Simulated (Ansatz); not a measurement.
Wurtzite CaSe (it has left that coordination), relaxed with r2SCAN: 6 runs in Ansatz, each a construction of maximally localised Wannier functions. Space group P6_3/mmc (No. 194), hexagonal; a = 5.006 Å, c = 5.876 Å in the conventional setting, 31.87 Å³ an atom. Ca is surrounded by 5 Se at 2.89–2.94 Å; Se is surrounded by 5 Ca at 2.89–2.94 Å. Simulation only: spin-unpolarised, and no claim that this is the phase found in nature.

```
Ca Se
1.0
     5.00560    0.00000    0.00000
    -2.50280    4.33497    0.00000
     0.00000    0.00000    5.87573
Ca Se
2 2
Direct
  0.33333 0.66667 0.93750
  0.66667 0.33333 0.43750
  0.33333 0.66667 0.43750
  0.66667 0.33333 0.93750
```

Windows count from the top of the filled bands; a dash means that no such window was set (without an outer window there is no disentanglement).

```csv
functional,SCF mesh,trial orbitals,functions,mesh,window (eV),frozen (eV),Ω total (Å²),Ω invariant (Å²),largest spread (Å²),least projectability,"interpolation miss of the model's filled bands (eV, to the nearest computed level)"
PBE,6×6×4,"Se s, Se p",8,6×6×4,–,–,14.75,12.53,1.89,0.92,0.025
PBE,6×6×4,"Se s, Se p",8,6×6×2,–,–,14.10,11.92,1.82,0.92,0.189
PBE,6×6×4,Se p,6,6×6×4,–,–,14.65,14.54,2.44,0.92,0.024
r2SCAN,6×6×4,"Se s, Se p",8,6×6×4,–,–,14.33,12.06,1.81,0.93,0.020
r2SCAN,6×6×4,Se p,6,6×6×4,–,–,14.19,14.10,2.37,0.92,0.019
HSE06,6×6×4,"Se s, Se p",8,6×6×4,–,–,14.18,11.93,1.81,0.94,–
```

For Se s, Se p with PBE the spread goes 14.10 Å² (6×6×2), 14.75 Å² (6×6×4): finite differences on a coarse mesh understate it.

Spin-orbit coupling is left out.
